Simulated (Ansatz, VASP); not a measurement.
## ZnSe in VASP and in Ansatz

```
Zn Se
1.0
     0.00000    2.49400    2.49400
     2.49400    0.00000    2.49400
     2.49400    2.49400    0.00000
Zn Se
1 1
Direct
  0.00000 0.00000 0.00000
  0.50000 0.50000 0.50000
```

Alike in both runs: task relaxation of cell and atoms; functional PBE; k mesh 14 × 14 × 14; occupations fermi-dirac, width 0.05 eV; no spin polarisation.

|  | VASP | Ansatz |
| --- | --- | --- |
| version | VASP 6.6.1 | Ansatz 0.2.0 |
| potentials or method | VASP PAW PBE potentials, release 64 (Zn, Se) | PAW with Ansatz's default frozen-core files, scalar-relativistic |
| plane-wave cutoff (eV) | 600 | 420 |
| valence electrons in the cell | 18 | 28 |

```tsv
	VASP	Ansatz	Ansatz less VASP
relaxed volume (Å³/atom)	19.38	19.32	-0.059
relaxed cell length with the largest relative difference (Å)	3.799	3.795	-0.0038
energy change over the relaxation (meV/atom)	-258	-250	+8.0
```

The two sets of potentials don't hold the same shells in valence.

Caveats: the volume moved by over 15 % at a fixed basis, so the end points are rough (VASP).
